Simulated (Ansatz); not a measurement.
# Σ9 (114) boundary in bcc Nb with Al (substitutional): structure and resistance, part 2 of 2

How much does the Σ9 (114) boundary in bcc Nb with Al (substitutional) reflect electrons?

Ansatz 0.2.0; Ansatz plane-wave DFT, PBE, PAW files; relaxation of a bicrystal slab with its lowest layers held; PAW set soft_1 (the session's first sound run).

So far. Step 2 (Relaxing the bicrystal): The largest force component on a free atom ends at 0.024 eV/Å, under the tolerance of 0.03, after 11 steps.

### Step 3. Transmission across the boundary

Bulk layers of each grain are laid under and over the relaxed boundary, and a lead is named in the middle of each, away from the free faces. The mesh across the current, 16×16, is finer than the density's, because channels open and close sharply across the zone. Energies from -0.1 to 0.1 eV in steps of 0.05 eV are too few for the program's thermal sum, so it prints no conductance; for a metal the transmission near the Fermi level serves, at a fraction of the cost.

This step: Ansatz plane-wave DFT, PBE, PAW files; ballistic transport by layer matching (Landauer), zero bias; boundary relaxed in a short slab, bulk layers laid on; PAW set soft_1 (Ansatz 0.2.0).

System of this step: Σ9 (114) boundary in bcc Nb with Al (substitutional). The cell holds 55 atoms: 54 Nb and 1 Al. Cell: a = 5.483 Å, b = 4.676 Å, c = 50.085 Å, α = 90.0°, β = 90.0°, γ = 64.8°. It derives from Nb. Regions: lower grain, 22 atoms (22 Nb); boundary, 15 atoms (14 Nb and 1 Al); upper grain, 18 atoms (18 Nb). Vacuum lies along c.

File input.yaml:

```yaml
crystal:
  lattice:
    - [5.4828782722, 0.0, 0.0]
    - [1.9937739172, 4.2294331709, 0.0]
    - [0.0, 0.0, 50.0854455499]
  atoms:
    - { symbol: Nb, position: [-16.1111111109, 8.0555555557, 0.0798635204] }
    - { symbol: Nb, position: [-15.5555555553, 7.7777777779, 0.0954229783] }
    - { symbol: Nb, position: [-14.9999999998, 7.5000000001, 0.1109824362] }
    - { symbol: Nb, position: [-14.4444444442, 7.2222222223, 0.1265418942] }
    - { symbol: Nb, position: [-13.8888888887, 6.9444444445, 0.1421013521] }
    - { symbol: Nb, position: [-13.3333333331, 6.6666666667, 0.1576608101] }
    - { symbol: Nb, position: [-12.7777777776, 6.3888888889, 0.173220268] }
    - { symbol: Nb, position: [-12.222222222, 6.1111111112, 0.1887797259] }
    - { symbol: Nb, position: [-11.6666666665, 5.8333333334, 0.2043391839] }
    - { symbol: Nb, position: [-11.1111111109, 5.5555555556, 0.2198986418] }
    - { symbol: Nb, position: [-10.5555555554, 5.2777777778, 0.2354580998] }
    - { symbol: Nb, position: [-9.9999999998, 5.0, 0.2510175577] }
    - { symbol: Nb, position: [-9.4444444443, 4.7222222222, 0.2665770156] }
    - { symbol: Nb, position: [-8.8888888887, 4.4444444445, 0.2821364736] }
    - { symbol: Nb, position: [-8.3333333332, 4.1666666667, 0.2976959315] }
    - { symbol: Nb, position: [-7.7777777776, 3.8888888889, 0.3132553895] }
    - { symbol: Nb, position: [-7.2222222221, 3.6111111111, 0.3288148474] }
    - { symbol: Nb, position: [-6.6666666665, 3.3333333333, 0.3443743054] }
    - { symbol: Nb, position: [-6.111111111, 3.0555555555, 0.3599337633] }
    - { symbol: Nb, position: [-5.5555555554, 2.7777777778, 0.3754932212] }
    - { symbol: Nb, position: [-4.9999999999, 2.5, 0.3910526792] }
    - { symbol: Nb, position: [-4.4444444443, 2.2222222222, 0.4066121371] }
    - { symbol: Nb, position: [0.1111111112, 0.9444444444, 0.4221715951] }
    - { symbol: Nb, position: [0.6643705388, 0.6678147306, 0.4363729452] }
    - { symbol: Nb, position: [0.2140885281, 0.3929557359, 0.4527515057] }
    - { symbol: Nb, position: [0.7606160247, 0.1196919877, 0.4685308065] }
    - { symbol: Nb, position: [0.3271729862, 0.8364135069, 0.4847305926] }
    - { symbol: Nb, position: [0.8524469202, 0.5737765399, 0.4967221738] }
    - { symbol: Nb, position: [0.3862219847, 0.3068890077, 0.522818831] }
    - { symbol: Al, position: [-0.0530277941, 0.026513897, 0.5232762973] }
    - { symbol: Nb, position: [0.8674904614, 0.5662547693, 0.5500031237] }
    - { symbol: Nb, position: [0.3337813505, 0.8331093247, 0.5614960412] }
    - { symbol: Nb, position: [0.7712032853, 0.1143983573, 0.5783248386] }
    - { symbol: Nb, position: [0.2271620774, 0.3864189613, 0.593372171] }
    - { symbol: Nb, position: [0.6778627682, 0.6610686159, 0.6092610567] }
    - { symbol: Nb, position: [0.1227523419, 0.9386238291, 0.6244053814] }
    - { symbol: Nb, position: [0.5575948447, 0.2212025776, 0.6400662367] }
    - { symbol: Nb, position: [-4.9979607108, 2.4989803554, 0.6556256946] }
    - { symbol: Nb, position: [-5.5535162664, 2.7767581332, 0.6711851526] }
    - { symbol: Nb, position: [-6.1090718219, 3.054535911, 0.6867446105] }
    - { symbol: Nb, position: [-6.6646273775, 3.3323136888, 0.7023040685] }
    - { symbol: Nb, position: [-7.220182933, 3.6100914666, 0.7178635264] }
    - { symbol: Nb, position: [-7.7757384886, 3.8878692444, 0.7334229844] }
    - { symbol: Nb, position: [-8.3312940441, 4.1656470221, 0.7489824423] }
    - { symbol: Nb, position: [-8.8868495997, 4.4434247999, 0.7645419002] }
    - { symbol: Nb, position: [-9.4424051552, 4.7212025777, 0.7801013582] }
    - { symbol: Nb, position: [-9.9979607108, 4.9989803555, 0.7956608161] }
    - { symbol: Nb, position: [-10.5535162663, 5.2767581333, 0.8112202741] }
    - { symbol: Nb, position: [-11.1090718219, 5.5545359111, 0.826779732] }
    - { symbol: Nb, position: [-11.6646273774, 5.8323136888, 0.8423391899] }
    - { symbol: Nb, position: [-12.220182933, 6.1100914666, 0.8578986479] }
    - { symbol: Nb, position: [-12.7757384885, 6.3878692444, 0.8734581058] }
    - { symbol: Nb, position: [-13.3312940441, 6.6656470222, 0.8890175638] }
    - { symbol: Nb, position: [-13.8868495996, 6.9434248, 0.9045770217] }
    - { symbol: Nb, position: [-14.4424051552, 7.2212025778, 0.9201364796] }
kpoints:
  mp_grid: { grid: [6, 6, 1] }
hamiltonian:
  xc: pbe
  pseudopotentials: { kind: paw, azcp: { folder: soft_1 } }
scf:
  occupations: { method: fermi_dirac, width: 0.1 }
output:
  transmission:
    leads: [[12, 13], [44, 45]]
    kmesh: [16, 16]
    e_range: [-0.1, 0.1]
    de: 0.05
  write_potential: true
  write_density: true
  volumetric_format: npy
  elf: true
```

On the command line:

```bash
> ansatz run input.yaml --threads 4 --pin off --max-ram 15360MiB --backend cpu --events-out ev --progress --plain --runs-dir out
```

Numbers of over 12 decimals in the logs are rounded to 6 here.

What it wrote:

```text
[...]
Crystal: 55 atoms, lattice volume = 1161.455 Å³
Basis set: ecut = 420 eV, 22721 PW (Γ)
Bands: 423, of which v1, the nominal top of the filled ones, is band 353 counted from 1 (352 counted from 0)
Symmetry: 2 space group operations
[...]
k-points: 13 of 36 (time reversal used)
[...]
SCF iter   1: F=—  HF=-246394.393709 eV  |F-HF|=—  |Δ(HF+E_count)|=         —  Δρ=8.08e-2  dr2=1.80e3  ethr=3.10e-3  ⟨swp⟩=8.7  Hψ=24215  notcnv=0  defer=1
[...]
SCF iter  12: F=-246355.592882 eV  HF=-246355.592882 eV  |F-HF|=4.05e-8  |Δ(HF+E_count)|=   2.44e-9  Δρ=9.94e-7  dr2=5.90e-8  ethr=1.42e-11  ⟨swp⟩=23.2  Hψ=23630  notcnv=0
SCF 1 converged in 12 iterations: F = -246355.592882 eV  dr2 = 5.90e-8
[...]
transmission: 519 of 5183 steps passed
transmission: 1037 of 5183 steps passed
[...]
transmission: 5183 of 5183 steps passed
WARN: The output density's exchange-correlation potential varies sharply where the density is thin. Do not read a vacuum level from v_tot or v_xc, or from such a field of the output density. On a cell that repeats whose density bears no net charge and no dipole along the vacuum's axis use v_es (v_loc + v_h of the components); under efield.dipole_correction with no amplitude use v_es + v_field, which holds any externa [...]
SCF converged after 12 iterations
Free energy (F): -246355.592882 eV
[...]
Internal energy: -246353.079118 eV  (E = F + TS)
E sigma→0 (E₀):  -246354.336000 eV
Entropy (-TS):   -2.513764 eV (-45.705 meV/atom)
Fermi energy:    14.589647 eV
[...]
--- Band table (eV; the first three rows and the last of 13) ---
  k-point 0: bands = [... 349 lower, 14.5640, 14.5800, 14.5837, 14.6214, 14.6315, 14.6378, 14.6703, 14.6990, ... 66 higher]
  k-point 1: bands = [... 349 lower, 14.5304, 14.5654, 14.5978, 14.6039, 14.6256, 14.6429, 14.6568, 14.6792, ... 66 higher]
  k-point 2: bands = [... 349 lower, 14.4497, 14.4743, 14.4956, 14.5042, 14.5139, 14.5289, 14.5496, 14.5638, ... 66 higher]
  k-point 12: bands = [... 349 lower, 14.2920, 14.3630, 14.3782, 14.3831, 14.4131, 14.4658, 14.4973, 14.5453, ... 66 higher]
--- Transmission ---
  basis      : 207 plane waves across, 71 finite elements along
  points     : 73, standing for a mesh of 16 x 16
  energies   : 5 from -0.100000 to 0.100000 eV about the Fermi level, 0.050000 eV apart; the leads are filled to 0.000000 eV, and channels, transmission and decay are at 0.000000 eV
  crystal 0  : Nb3, at the sites [12, 13], period 2.3379 Å, over 17.92 Å; its Hamiltonian steps by up to 22.4 meV
    offset         : up to 0.0000 Å between an atom of the period and one for which it stands
    channels       : 5.714844e0 a spin
    conductance    : none, the energies end too early or step too widely for 300 K: set another output.transmission.e_range or a lower de, or, where they end at an eighth of basis.ecutwfc, a higher one
[...]
channels       : 5.730469e0 a spin
[...]
junction   : crystal 0 to crystal 1, 12.65 to 36.82 Å
    transmission   : 2.471060e0 a spin
[...]
```

It took 24 min on 4 threads of Arm Neoverse V1, shared host; peak memory 11 GiB; 87 min of CPU time.

The column dr2 measures how far the density is from self-consistency, as an energy; F and HF (Harris–Foulkes) agree once it is small.

Numbers from this step:

- free energy: -246355.5929 eV
- energy at zero smearing: -246354.3360 eV
- Fermi energy: 14.59 eV
- cell area: 23.19 Å²
- transmission per spin nearest the Fermi level: 2.471
- open channels per spin nearest the Fermi level: 5.715
- open channels per spin, upper lead: 5.730
- step of the lead's potential: 22.4 meV
- step of the upper lead's potential: 22.7 meV

Per spin. The transmission, zone mean by energy, zero at the Fermi level:

```csv
energy (eV),"transmission, zone mean"
-0.1000,2.68
-0.0500,2.56
0.0000,2.47
0.0500,2.35
0.1000,2.24
```

Per spin. Table of open channels, zone mean by energy, zero at the Fermi level:

```csv
energy (eV),lead,upper lead
-0.1000,6.23,6.25
-0.0500,5.92,5.90
0.0000,5.71,5.73
0.0500,5.36,5.37
0.1000,5.19,5.17
```

Transmission over k1 and k2. At 0.0000 eV from the Fermi level.

Ten even steps from '0' (0.27) to '9' (3.80):
```
6789987657999975
6999996667888766
8988986668888666
8666876689798667
4444676665566676
2124444445444444
2224131344313142
0034422353224430
2241313443131422
2444444544444421
4676665566676444
8766897986678666
8666888866689889
6667888766699999
6579999756789987
5789998757899987
```
Columns: k1 (b1) from -0.5 to 0.438; rows upwards: k2 (b2) from -0.5 to 0.438.

Open channels over k1 and k2. At 0.0000 eV from the Fermi level.

Ten even steps from '_' (2.00) to '@' (8.00):
```
++**%%%%%%%%**++++++%%%%%%%%++++
**@@@@@@@@@@****++**%%%%%%**++**
%%@@@@@@@@%%++++************++++
%%%%**%%%%******@@@@**@@@@******
**----****%%%%************%%%%**
..__..++++%%++--**%%**--++%%++++
____..--..++----****----++..--..
____----++--..--%%--..--++----__
__..--..++----****----++..--..__
..++++%%++--**%%**--++%%++++..__
****%%%%************%%%%****----
%%******@@@@**@@@@******%%%%**%%
%%++++************++++%%@@@@@@@@
****++**%%%%%%**++****@@@@@@@@@@
++++++%%%%%%%%++++++**%%%%%%%%**
--++%%%%%%%%%%++--++%%%%%%%%%%++
```
Columns: k1 (b1) from -0.5 to 0.438; rows upwards: k2 (b2) from -0.5 to 0.438.

ELF in the ca plane at fractional y = 0.027, with atoms of Nb and Al within 0.2 Å of it. It is the smooth field of the valence electrons, not physical close to the nuclei.

Ten even steps from '0' (0.04) to '9' (0.74), each cell a mean:
```
88324226763223552368405058623663223564234239
69425432223237996247600167427997333222355249
98334323355249998337854586339989435532234338
53232222356349998336877776338999436532222323
22432454245336775246655566424675245324542342
45532565335432322356422246532222355325652355
54432454234554333565310135653344554324542344
33332222344456643344311134433565545432222333
22223334565445432223321233222345445654343222
22223554455544334433332332344334455433553222
22123532223454336642345432465334543222343212
32234335653354235532467642355235523675334323
33454259996245323322578752233246426999525543
32354279897245433235754575333345427989624532
95234159996233323468500168643223326999424326
```
Columns run along c (16.0 Å, from fractional 0.36 to 0.68 of the cell), rows up along a (5.5 Å). Atoms in or near the plane, at fractional coordinates: Al at (0.52, 0.95).

Valence density in the ca plane at fractional y = 0.027, with atoms of Nb and Al within 0.2 Å of it. It is the smooth field of the valence electrons, not physical close to the nuclei.

Ten even steps from '0' (0.1 e/Å³) to '9' (5.0 e/Å³), each cell a mean:
```
95100002220000110000000000001221000121000015
96100000000003552000000000003663100000000016
73100000000015884100000000015995100000000014
21000000000014874000000000014784100000000001
00000111000002431000000000001332000001210000
00000221000000000000000000000000000001210000
00000111000000000000000000000000000001110000
00000000000000000000000000000000000000000000
00000000000000000000000000000000000000000000
00000000000000001100000000111000000000000000
00000000000000012210000000122100000000000000
00000002320000012210000000121000001232000000
00000025762000001100000000000000002685200000
10000038983000000000000000000000003797200000
42000026862000000000000000000000002575100002
```
Columns run along c (16.0 Å, from fractional 0.36 to 0.68 of the cell), rows up along a (5.5 Å). Atoms in or near the plane, at fractional coordinates: Al at (0.52, 0.95).

Electrostatic potential energy in the ca plane at fractional y = 0.027, with atoms of Nb and Al within 0.2 Å of it. With pseudopotentials it is smooth inside the atoms' cores, unlike the true potential.

Values in eV, 8 rows by 16 columns, each cell a mean:
```
-29  14   5   1   6 -14  10   6   9  11 -10  -6   9   2  15 -11
-15  13  11  15  -4 -39   4   9   6  12 -29 -23  15  12  12  -1
 13   8  -6  13   7 -14  11  16  15  15  -6  -2  15   1  -1  14
 15   9  -1  13  15  14  16  14  12  16  15  15  15   4   3  14
  8  11  14  16  16  13  10  13  12  12  11  16  16  15  13   8
  8  13  12  11  15   5  -7  14  15   1  -3  15  13   9  14   8
 13  15 -12 -20  14   9   0  13  13   6   4  15  -6 -26  11  14
 -3  15 -20 -29  12  13  13   6   4  13  12  14 -11 -33  11   6
```
Columns run along c (16.0 Å, from fractional 0.36 to 0.68 of the cell; values clipped at the 3rd and 97th percentile), rows up along a (5.5 Å). Atoms in or near the plane, at fractional coordinates: Al at (0.52, 0.95).

Over the solved energies the transmission per spin lies between 2.24 and 2.68, out of 5.68 channels of the lead on average (up to 6.23).

### Step 4. Specific resistance

This step: Ansatz plane-wave DFT, PBE, PAW files; ballistic transport by layer matching (Landauer), zero bias; specific resistance of the boundary; PAW set soft_1 (Ansatz 0.2.0).

Numbers from this step:

```yaml
area_resistance: 0.6907 fΩ m²
t_over_the_leads_mean_channel_count: 0.4326
```

Averaged over the energies near the Fermi level, 43.3 % of the channels pass, which makes 0.691 fΩ m².

By hand, with T and the leads' channels N averaged over the energies near the Fermi level: RA = A (h/2e²)(1/T − ½[1/N₁ + 1/N₂]) = 23.19×10⁻²⁰ m² × 12 906 Ω × (1/2.459 − ½[1/5.682 + 1/5.684]) = 0.691 fΩ m².

### Step 5. Results

- specific resistance of the boundary: 0.691 fΩ m²
- share of channels that pass: 0.433

**Reading.** The boundary has a specific resistance of 0.69 fΩ m². The boundary reflects 57 % of the channels; 0.69 fΩ m² is 6.9×10⁻¹² Ω·cm². One Al in 23.2 Å² of boundary is a high coverage. Each plane of this narrow cell holds one atom, so the solute fills a whole plane. One starting structure was relaxed; another shift or atom count at the boundary may lie lower.

[Logs are printed without paths, hosts, clocks, repeated set-up lines and the standing remarks that a program may print on its own settings, such as how far it seeks lower states.]

[Hosts, paths, dates, database ids (printed as entryN), source tags and the programs' standing remarks are cut or masked in the printed files.]
